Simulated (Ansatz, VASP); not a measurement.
GaCo: VASP beside Ansatz

```
CELL_PARAMETERS angstrom
2.84723 0.00000 0.00000
0.00000 2.84723 0.00000
0.00000 0.00000 2.84723
ATOMIC_POSITIONS crystal
Ga 0.50000 0.50000 0.50000
Co 0.00000 0.00000 0.00000
```

The cell comes from a database or a generator and needn't be the stable form of this composition.

Alike in both runs: task single point; functional PBE; k mesh 6 × 6 × 6; occupations gaussian, width 0.1 eV; collinear spin.

```csv
,VASP,Ansatz
version,VASP 6.6.1,Ansatz 0.2.0
potentials or method,"VASP PAW PBE potentials, release 64 (Ga_d, Co)","scalar-relativistic, plane waves, PAW"
plane-wave cutoff (eV),520,420
valence electrons in the cell,22,30
```

VASP gave:

```
gap on the k mesh at the Fermi level (eV)                     : none
pressure (GPa)                                                : 7.3
net moment per atom (μB)                                      : 0.10
size of the moment on the site where the two differ most (μB) : 0.22
```

**Question.** Which values does Ansatz return?

**Answer.** gap on the k mesh at the Fermi level (eV): none; pressure (GPa): 7.2; net moment per atom (μB): 0.12; size of the moment on the site where the two differ most (μB): 0.28.

Site moments also hang on the region over which each program counts them. A gap of «none» marks a metal or a gap that the smearing closes. The two sets of potentials don't hold the same shells in valence. Ansatz warned: «seeded_moment_not_kept».

Caveats: the k mesh is coarse (spacing up to 0.37 Å⁻¹), so the values aren't converged.
